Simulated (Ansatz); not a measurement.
## Zone-centre phonons of SnS2 at 30 GPa: input and output

Theory: DFT LDA, scalar-relativistic, plane waves, PAW (Ansatz).

Launched with:
```bash
ansatz run input.yaml --threads 1 --pin off --max-ram 3072MiB --backend cpu --events-out ev --progress --plain --runs-dir out
```

Input (bare energies are in eV):
```yaml
crystal:
  lattice:
    - [3.4401910774, 0.0, 0.0]
    - [-1.7200955387, 2.9792928669, 0.0]
    - [0.0, 0.0, 4.6905607437]
  atoms:
    - { symbol: Sn, position: [0.0, 0.0, 0.0] }
    - { symbol: S, position: [0.6666666667, 0.3333333333, 0.3090337217] }
    - { symbol: S, position: [0.3333333333, 0.6666666667, 0.6909662783] }
basis:
  ecutwfc: 420
kpoints:
  mp_grid: { grid: [12, 12, 10] }
hamiltonian:
  xc: lda
scf:
  occupations: { method: fermi_dirac, width: 0.15 }
output:
  eigenvalues: true
phonons:
  method: dfpt
  eigenvectors: true
```

The end of the output:
```
--- Phonons (Γ-DFPT): 4 representative perturbations + reference, on 398 of 1440 k-points (Σ response iterations 12) ---
  k mesh reduced under 2 symmetry operations, with k and −k counted as one. Each operation leaves every solved perturbation unchanged. A smaller set is not used because it would not reduce the number of displacements ...
  ASR residual: 8.424e-5 → 0.000e0 eV/Å²; symmetrization residual: 5.440e-6 eV/Å²
  ASR residual per site (eV/Å²): 5.66e-5 8.42e-5 8.42e-5
  Γ frequencies (cm⁻¹): 0.00 0.00 0.00 265.02 265.02 331.06 331.06 358.29 365.62
  non-analytic LO–TO correction: not included (Born effective charges unavailable; polar crystals: no LO–TO splitting at Γ)
```

Time: 59 s on 1 thread of Intel(R) Xeon(R) 6975P-C (Granite Rapids) (shared host), peak memory 1.3 GiB.

In a metal, frequencies and elastic constants depend on the k mesh and the smearing, soft modes and shear constants most. Spin–orbit coupling is left out, which matters for heavy elements. Other phases may be more stable at this pressure. A semilocal functional can close a gap that the real compound has.